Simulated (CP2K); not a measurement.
Runs of CP2K 2026.2 on Al2O3. Symmetry: Pnnm, No. 58, orthorhombic system. Conventional cell: a = 4.614 Å, b = 9.563 Å, c = 3.120 Å, α = 90.00°, β = 90.00°, γ = 90.00°. Al (site symmetry m) is surrounded by 4 O at 1.68 to 1.82 Å. O (site symmetry 2/m) is surrounded by 2 Al at 1.68 Å. Around O (site symmetry m) lie 3 Al at 1.82 Å. Measurements of this composition are mostly on another form, of space group No. 167.

| level | gap on the mesh (eV) | pressure (GPa) | largest force (eV/Å) |
| --- | --- | --- | --- |
| LDA | 3.33 | -1.2 | 0.15 |
| RPBE | 3.69 | 0.3 | 0.20 |
| PW91 | 3.56 | (c) | 0.17 |
| PBEsol | 3.43 | -0.8 | 0.17 |
| r2SCAN | 4.06 | -3.6 | 0.22 |
| OLYP | (b) | (a) | (d) |

Alike in all rows: task single point; potentials or basis POTENTIAL_UZH Al GTH-PBE-q3, O GTH-PBE-q6; DZVP-MOLOPT-PBE-GTH basis; no spin polarisation; cell as given; k mesh 5 × 2 × 7; smearing fermi-dirac 0.05 eV.

Q: Fill in the values left out.

A: (a) -1.6; (b) 3.93; (c) -0.7; (d) 0.27.

Caveats: the potentials were made for another functional, which shifts forces and pressure; the basis of atomic orbitals isn't converged, which shifts pressures, moduli and gaps.

Runs at the PBE level aren't shown here.
